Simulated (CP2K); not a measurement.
Runs of CP2K 2026.2 on InP. It takes space group F-43m (No. 216, cubic). Conventional cell: a = 5.861 Å, b = 5.861 Å, c = 5.861 Å, α = 90.00°, β = 90.00°, γ = 90.00°. In (site symmetry -43m) is surrounded by 4 P at 2.54 Å. P (site symmetry -43m) has 4 In at 2.54 Å as nearest neighbours. 

```csv
task,level,potentials or basis,spin,smearing,EPS_DEFAULT,k points reduced by the point group,NGRIDS,points a segment of the path (NPOINTS),bands added on the path,gap on the mesh (eV),pressure (GPa)
band structure,PBEsol,"POTENTIAL_UZH In GTH-PBE-q13, P GTH-PBE-q5; TZVP-MOLOPT-PBE-GTH basis",off,fermi-dirac 0.05 eV,1.0E-10,yes,4,8,2,0.59,1.6
band structure,r2SCAN,"POTENTIAL_UZH In GTH-SCAN-q13, P GTH-SCAN-q5; TZVP-MOLOPT-SCAN-GTH basis",off,fermi-dirac 0.05 eV,1.0E-10,yes,5,10,2,(c),(b)
band structure,PBE,"GTH_SOC_POTENTIALS In GTH-PBE-q13, P GTH-PBE-q5; TZVP-MOLOPT-PBE-GTH basis","SOC, no magnetisation",fermi-dirac 0.0259 eV,1.0E-10,-,4,8,4,-,3.9
band structure,PBE,"POTENTIAL_UZH In GTH-PBE-q13, P GTH-PBE-q5; TZVP-MOLOPT-PBE-GTH basis",off,fermi-dirac 0.01 eV,1.0E-9,yes,4,8,6,0.69,3.9
band structure,LDA,"GTH_POTENTIALS In GTH-PADE-q13, P GTH-PADE-q5; TZVP-MOLOPT-PBE-GTH basis",off,fermi-dirac 0.05 eV,1.0E-10,yes,5,6,6,(a),-0.8
band structure,TB-mBJ,"POTENTIAL_UZH In GTH-PBE-q13, P GTH-PBE-q5; TZVP-MOLOPT-PBE-GTH basis",off,fermi-dirac 0.1 eV,1.0E-9,yes,4,8,4,0.81,-
```

Alike in all rows: cell as given; k mesh 8 × 8 × 8.

**Question.** Fill in the values left out.

**Answer.** (a) 0.46; (b) 1.7; (c) 1.09.

Caveats: the basis of atomic orbitals isn't converged, which shifts pressures, moduli and gaps; spin-orbit coupling is left out, which moves the levels of the heavy elements (some runs); the potentials were made for another functional, which shifts forces and pressure (some runs); this is a model potential without an energy functional, so only levels have meaning (some runs).

A k mesh can miss the band edges, and rows without SOC leave out spin-orbit coupling on In.
